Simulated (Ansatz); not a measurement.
Working through band-curvature effective masses by finite differences of InSe, space group R3m

Program: the Python package of Ansatz (0.2.0).

At the Python prompt:
```pycon
>>> import warnings
>>> import ansatz as az
>>> import numpy as np
>>> from pymatgen.core import Lattice, Structure
>>> from pymatgen.io.ase import AseAtomsAdaptor
>>> warnings.simplefilter('ignore', az.DeckWarning)
>>> pmg_structure = Structure(
...     Lattice([(2.0, 1.154701, 8.44), (-2.0, 1.154701, 8.44), (0.0, -2.309401, 8.44)]),
...     ['In', 'In', 'Se', 'Se'],
...     [
...         (0.0, 0.0, 0.0),
...         (0.1114, 0.1114, 0.1114),
...         (0.6165, 0.6165, 0.6165),
...         (0.8281, 0.8281, 0.8281),
...     ],
... )
>>> crystal = az.Crystal.from_ase(AseAtomsAdaptor.get_atoms(pmg_structure))
>>> model = crystal.calculation()
>>> model = model.kpoints(mesh=(6, 6, 6))
>>> model = model.functional('PBEsol').occupations('fixed')
>>> # find the band extrema among the mesh points first
>>> result = model.band_table().run(threads=1)
>>> report = result.report
>>> report['kweights']
[0.004629629629629629, 0.027777777777777776, 0.027777777777777776, 0.013888888888888888, 0.027777777777777776, 0.05555555555555555, 0.05555555555555555, 0.05555555555555555, 0.027777777777777776, 0.027777777777777776, 0.05555555555555555, 0.027777777777777776, 0.013888888888888888, 0.009259259259259259, 0.027777777777777776, 0.027777777777777776, 0.027777777777777776, 0.027777777777777776, 0.027777777777777776, 0.05555555555555555, 0.05555555555555555, 0.05555555555555555, 0.027777777777777776, 0.05555555555555555, 0.027777777777777776, 0.027777777777777776, 0.009259259259259259, 0.027777777777777776, 0.027777777777777776, 0.027777777777777776, 0.027777777777777776, 0.004629629629629629]
>>> report['mixing_algorithm'], report['preconditioner'], report['eigensolver']
('MSR1', 'Resta', 'band_cg')
>>> levels = np.array(report['eigenvalues_ev'])
>>> filled = round(report['n_electrons'] / 2)
>>> edges = {'top filled band': (filled - 1, levels[:, filled - 1].argmax()), 'lowest empty band': (filled, levels[:, filled].argmin())}
>>> gap = levels[:, filled].min() - levels[:, filled - 1].max()
>>> print(f'gap on the mesh {gap:.3f} eV')
gap on the mesh 0.342 eV
>>> if gap <= 0.05:
...     print('no gap: band-edge masses have no meaning here')
...     edges = {}
...
>>> reciprocal = 2 * np.pi * np.linalg.inv(result.lattice.cell_ang).T
>>> step = 0.008  # 1/A
>>> # m/m_e = (hbar^2/m_e) / (d2E/dk2), with hbar^2/m_e = 7.61996 eV A^2
>>> # a slope that is not zero means that the extremum lies off this mesh point
>>> pairs = [(0, 1), (0, 2), (1, 2)]
>>> moves = [sign * axis for axis in np.eye(3) for sign in (-1, 1)]
>>> moves += [s1 * np.eye(3)[i] + s2 * np.eye(3)[j] for i, j in pairs for s1 in (1, -1) for s2 in (1, -1)]
>>> for name, (band, index) in edges.items():
...     together = int(np.sum(np.abs(levels[index] - levels[index, band]) < 2e-3))
...     print(name, 'at k =', np.round(report['kpoints_frac'][index], 4), f'E = {levels[index, band]:.4f} eV, degeneracy {together}')
...     centre = np.array(report['kpoints_frac'][index]) @ reciprocal
...     points = [centre] + [centre + step * move for move in moves]
...     table = model.band_structure(points, intervals=1, cartesian=True).run(threads=1).band_structure().channels[0].eigenvalues_ev
...     if together > 1:
...         level = np.flatnonzero(np.abs(levels[index] - levels[index, band]) < 2e-3)
...         along = (table[1, level] + table[2, level] - 2 * table[0, level]) / step ** 2
...         print('  degenerate level, no single mass tensor; masses of its branches along x:', np.round(7.61996 / along, 3), 'm_e')
...         continue
...     e = table[:, band]
...     hessian = np.diag((e[1:7:2] + e[2:7:2] - 2 * e[0]) / step ** 2)
...     for (i, j), (pp, pm, mp, mm) in zip(pairs, e[7:].reshape(3, 4)):
...         hessian[i, j] = hessian[j, i] = (pp - pm - mp + mm) / (4 * step ** 2)
...     curvatures, axes = np.linalg.eigh(hessian)
...     slope = (e[2:7:2] - e[1:7:2]) / (2 * step)
...     print('  slope (eV A):', np.round(slope, 3) + 0.0, '' if np.abs(slope).max() < 0.05 else '- no extremum here, so these are local curvatures and no band-edge masses')
...     for curvature, axis in zip(curvatures, axes.T):
...         print(f'  principal mass {7.61996 / curvature:8.3f} m_e along', np.round(axis, 2) + 0.0)
...
top filled band at k = [-0.5 -0.5 -0.5] E = 7.1463 eV, degeneracy 1
  slope (eV A): [0. 0. 0.]
  principal mass   -0.039 m_e along [0. 0. 1.]
  principal mass   -3.133 m_e along [0. 1. 0.]
  principal mass   -3.166 m_e along [1. 0. 0.]
lowest empty band at k = [-0.5 -0.5 -0.5] E = 7.4882 eV, degeneracy 1
  slope (eV A): [0. 0. 0.]
  principal mass    0.111 m_e along [0. 1. 0.]
  principal mass    0.110 m_e along [1. 0. 0.]
  principal mass    0.040 m_e along [0. 0. 1.]
```

Caveats:
- Semilocal gaps usually lie well under measured ones.
- The computed bands are complete only to about 4.4 eV above the Fermi level.
- Of the deposited cell: the entry's cell lengths or inner coordinates differ somewhat from later room-temperature determinations.
- The structure is a deposited one; some such entries were measured under pressure or heat, so a shift against it needn't be the functional's error alone.
- Levels are Kohn-Sham eigenvalues on this mesh, without spin-orbit coupling.
- The masses are finite-difference curvatures at extrema found on a coarse mesh, which needn't be the true band edges; a step that is long against the gap makes them too heavy. Negative values are curvatures of valence bands (the hole mass is their size). Spin-orbit coupling is left out, and light masses scale with the Kohn-Sham gap.
- Hardware and time: 40 s on 1 thread of Intel(R) Xeon(R) Processor @ 2.30GHz, on a shared host, peak memory 0.65 GiB.
